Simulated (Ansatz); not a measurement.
Space group P6_3/mmc (No. 194). a = 3.822 Å, b = 3.822 Å, c = 7.423 Å, α = 90.00°, β = 90.00°, γ = 120.00°
```
atom site symmetry x y z
   N    4f       3m.  0.3333  0.6667  0.3242
```

Equation of state of this N structure (not necessarily the ground state), with shape and atoms relaxed at each volume where symmetry leaves them free. Level of theory: DFT PBE+D3(BJ), scalar-relativistic, plane waves, PAW in Ansatz.

Plane waves to 420 eV, a k mesh through Γ of 9×9×4 on the computed 4-atom cell and Gaussian smearing (0.02 eV); no spin polarisation.

```tsv
V (Å³/atom)	E − E(largest V) (meV/atom)	P (GPa)	gap on mesh (eV)
20.658	1.64	0.42	6.92
21.362	0.07	0.28	6.99
22.066	-0.97	0.17	7.05
22.770	-1.47	0.08	7.09
23.474	-1.54	0.00	7.13
24.179	-1.38	-0.07	7.20
24.883	-0.89	-0.13	7.26
25.822	0.00	-0.19	7.32
```

Task: Fit a third-order Birch–Murnaghan equation to E(V).

Result: V0 = 23.35 Å³/atom, B0 = 2 GPa, B0' = 6.4.